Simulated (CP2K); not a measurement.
Runs of CP2K 2026.2 on CdSe. The structure is cubic, space group F-43m (No. 216). The conventional cell has a = 6.141 Å, b = 6.141 Å, c = 6.141 Å, α = 90.00°, β = 90.00°, γ = 90.00°. Cd (site symmetry -43m) is surrounded by 4 Se at 2.66 Å. Around Se (site symmetry -43m) lie 4 Cd at 2.66 Å. Measurements of this composition are mostly on another form, of space group No. 186.

```tsv
level	cutoff of the non-local correlation (Ry)	gap on the mesh (eV)	pressure (GPa)
LDA	-	(b)	-1.6
PBE	-	(a)	1.8
vdW-DF2	300	0.52	5.6
TASK	-	0.96	0.7
BEEF-vdW	300	0.68	2.9
optB88-vdW	300	0.47	1.7
PBEsol	-	0.39	-0.4
```

Alike in all rows: task atomic charges; potentials or basis POTENTIAL_UZH Cd GTH-PBE-q12, Se GTH-PBE-q6; TZVP-MOLOPT-PBE-GTH basis; no spin polarisation; cell as given; k mesh 8 × 8 × 8; smearing fermi-dirac 0.05 eV.

Problem. Estimate the missing entries.

Solution. (a) 0.55; (b) 0.26.

Caveats: the basis of atomic orbitals isn't converged, which shifts pressures, moduli and gaps; the potentials were made for another functional, which shifts forces and pressure (some runs).

A k mesh can miss the band edges, and the runs leave out spin-orbit coupling on Cd, Se.
